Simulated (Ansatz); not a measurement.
## CsBr: what symmetry allows forces and stress to be

```yaml
crystal:
  lattice:
    - [4.14868, -0.25716, -0.25716]
    - [-0.25716, 4.14868, -0.25716]
    - [-0.25716, -0.25716, 4.14868]
  atoms:
    - { symbol: Cs, position: [0.99192, 0.99192, 0.99192] }
    - { symbol: Br, position: [0.50808, 0.50808, 0.50808] }
```

These are results of DFT PBE, scalar-relativistic, plane waves, PAW (Ansatz), not measurements.

Settings: cutoff 420 eV, Γ-centred mesh 6×6×6 on the computed 2-atom cell, Gaussian smearing of 0.02 eV; no spin polarisation.

This distorted cell has space group R3m, with 6 operations.

Question: Without a calculation: in which directions can each atom feel a force?

Answer: A force must be left unchanged by every operation that keeps its atom in place, so it lies in the space that those operations leave fixed. Atoms that the group maps onto each other feel forces of one size.
| atom | site symmetry | operations at the site | equivalent to atom | allowed force (Cartesian) |
| --- | --- | --- | --- | --- |
| Cs1 | 3m | 6 | 1 | along (0.58, 0.58, 0.58) |
| Br2 | 3m | 6 | 2 | along (0.58, 0.58, 0.58) |

That leaves 2 independent force components of 6, tied by 1 condition that the forces sum to zero, so 1 remains. A relaxation in this cell that keeps the symmetry moves the atoms in these directions alone.

Question: And the stress tensor?

Answer: It must be invariant under the point group, which leaves 2 independent components: xx = yy, xx = zz, yy = zz, yz = xz, yz = xy, xz = xy.

Question: Do the computed values obey this?

Answer: Yes. Forces (eV/Å):
```
Cs1  0.371  0.371  0.371
Br2 -0.371 -0.371 -0.371
```

Stress (GPa, compression positive, xx yy zz yz xz xy): 6.03 6.03 6.03 4.22 4.22 4.22. The program imposes the same operations on density, forces and stress, so this confirms the analysis and is no independent test of the calculation.